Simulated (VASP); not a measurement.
Set up this calculation in VASP 6.6.1, as the native input.

```
Task                   : relaxation of cell and atoms
Functional             : vdW-DF-cx
Potentials or basis    : VASP PAW PBE potentials, release 64 (Te, Be)
Cutoff                 : 600 eV
k mesh                 : 8 × 8 × 8
Occupations            : fermi-dirac, width 0.05 eV
Spin                   : no spin polarisation
Further INCAR settings : ALGO = Fast; EDIFF = 1e-06; IBRION = 2; EDIFFG = -0.02; NSW = 40; ISIF = 3
```

The structure of BeTe lies in POSCAR:

```
BeTe
1.0
    0.0000000000      2.7700000000      2.7700000000
    2.7700000000      0.0000000000      2.7700000000
    2.7700000000      2.7700000000      0.0000000000
Te Be
1 1
Direct
    0.7500000000      0.7500000000      0.7500000000
    0.0000000000      0.0000000000      0.0000000000
```

These files were run (other wordings do the same):

INCAR

```
SYSTEM = BeTe
PREC = Accurate
ENCUT = 600
EDIFF = 1E-6
ISMEAR = -1
SIGMA = 0.05
LREAL = .FALSE.
LASPH = .TRUE.
NELM = 80
ALGO = Fast
ISIF = 3
LWAVE = .FALSE.
LCHARG = .FALSE.
GGA = CX
LUSE_VDW = .TRUE.
AGGAC = 0.0
IBRION = 2
NSW = 40
EDIFFG = -0.02
```

KPOINTS

```
regular mesh
0
G
  8 8 8
  0 0 0
```

Potentials or basis: VASP PAW PBE potentials, release 64 (Te, Be).

Run with:

```console
$ cat potpaw_PBE.64/Te/POTCAR potpaw_PBE.64/Be/POTCAR > POTCAR
$ mpirun -np 1 vasp_std > vasp.out
```

Results of the run:

| Item | Value |
| --- | --- |
| Relaxed volume | 22.49 Å³/atom |
| Relaxed cell | a = 3.992 Å, b = 3.992 Å, c = 3.992 Å, α = 60.00°, β = 60.00°, γ = 60.00° |
| Space group after relaxing (to 0.05 Å) | F-43m (No. 216) |
| Energy gained by relaxing | 13.7 meV/atom |
| Ionic steps | 3 |
| Pressure after relaxing | 0.0 GPa |
| Band gap on the k mesh | 1.95 eV, indirect (least direct gap 3.67 eV) |

Caveat: the PAW data sets were made with another functional, which shifts forces and pressure a little; spin-orbit coupling is left out, which moves the levels of the heavy elements.

Wall time 2.9 min on 1 thread of Intel(R) Xeon(R) Platinum 8488C (Sapphire Rapids), with other jobs on the host, peak memory 0.39 GiB.
